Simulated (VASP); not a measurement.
Set up this calculation in VASP 6.6.1, as the native input.

- Task: band structure
- Functional: PBE0
- Potentials or basis: VASP PAW PBE potentials, release 64 (Ga_d, P)
- Cutoff: 520 eV
- k mesh: 8 × 8 × 8
- Occupations: gaussian, width 0.03 eV
- Spin: no spin polarisation
- Grid for exact exchange (PRECFOCK): Fast
- Exchange at q = 0: truncated
- Further INCAR settings: ALGO = Normal; EDIFF = 1e-06; NBANDS = 16

GaP:

```xyz
2
Lattice="0.0000 2.7184 2.7184 2.7184 0.0000 2.7184 2.7184 2.7184 0.0000" Properties=species:S:1:pos:R:3 pbc="T T T"
Ga    0.0000    0.0000    0.0000
P     1.3592    1.3592    1.3592
```

These files were run (other wordings do the same):

POSCAR

```
GaP                                     
1.0
    0.0000000000      2.7184163019      2.7184163019
    2.7184163019      0.0000000000      2.7184163019
    2.7184163019      2.7184163019      0.0000000000
  Ga              P             
     1     1
Direct
     0.0000000000000000    0.0000000000000000    0.0000000000000000
     0.2500000000000000    0.2500000000000000    0.2500000000000000
```

INCAR.step1

```
ALGO = Normal
EDIFF = 1E-5
ENCUT = 520
GGA = PE
ISIF = 2
ISMEAR = 0
KPAR = 8
LASPH = True
LCHARG = False
LREAL = False
LWAVE = True
NBANDS = 16
NELM = 80
PREC = Accurate
SIGMA = 0.03
```

INCAR.step2

```
AEXX = 0.25
ALGO = Normal
EDIFF = 1E-6
ENCUT = 520
GGA = PE
HFRCUT = -1
ISIF = 2
ISMEAR = 0
ISTART = 1
KPAR = 8
LASPH = True
LCHARG = False
LHFCALC = True
LREAL = False
LWAVE = False
NBANDS = 16
NELM = 80
PREC = Accurate
PRECFOCK = Fast
SIGMA = 0.03
```

KPOINTS

```
k-points
0
Gamma
  8 8 8
```

KPOINTS_OPT

```
explicit points
6
Reciprocal
 0.0000000000  0.0000000000  0.0000000000 1
 0.3750000000  0.3750000000  0.7500000000 1
 0.5000000000  0.5000000000  0.5000000000 1
 0.6250000000  0.2500000000  0.6250000000 1
 0.5000000000  0.2500000000  0.7500000000 1
 0.5000000000  0.0000000000  0.5000000000 1
```

Potentials or basis: VASP PAW PBE potentials, release 64 (Ga_d, P).

The run is started by

```console
$ cat potpaw_PBE.64/Ga_d/POTCAR potpaw_PBE.64/P/POTCAR > POTCAR
$ cp INCAR.step1 INCAR
$ mpirun -np 8 vasp_std > vasp.out
$ cp INCAR.step2 INCAR
$ mpirun -np 8 vasp_std > vasp.out
```

Results of the run:

```json
{
 "Pressure": "1.0 GPa",
 "Band gap on the k mesh": "2.94 eV, indirect (least direct gap 3.49 eV)",
 "Band gap along the path": "2.94 eV, indirect (least direct gap 3.49 eV)"
}
```

Caveat: the PAW data sets were made with another functional, which shifts forces and pressure a little.

Run time: 26 min on 8 MPI ranks on Intel(R) Xeon(R) Platinum 8259CL CPU @ 2.50GHz (Skylake/Cascade Lake), on a shared host, peak memory 0.28 GiB a rank.
